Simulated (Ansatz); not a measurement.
The system is MgS.

```xyz
4
Lattice="4.0346 0.0000 0.0000 -2.0173 3.4941 0.0000 0.0000 0.0000 6.4323" Properties=species:S:1:pos:R:3 pbc="T T T"
S     2.0173    1.1647    5.6556
S     0.0000    2.3294    2.4394
Mg    0.0000    2.3294    6.4050
Mg    2.0173    1.1647    3.1888
```

The cell comes from a database or a generator and needn't be the stable form of this composition.

Program: Ansatz 0.2.0. Alike in all runs: task single point; level HSE06 form with a typed share of exact exchange; potentials or basis Ansatz PAW; no spin polarisation; cell as given; k mesh 4 × 4 × 2; cutoff (eV) 420; smearing fermi-dirac 0.05 eV; the mesh is coarse, so values aren't converged.

Q: Order these runs on this cell by their band gap on the k mesh, lowest first.
A. share of exact exchange 0.5
B. share of exact exchange 0.15
C. share of exact exchange 0.05
D. share of exact exchange 0.1
E. share of exact exchange 0.3

A: C (3.65 eV), D (3.87 eV), B (4.08 eV), E (4.75 eV), A (5.66 eV).

Caveats: all runs use coarse meshes.
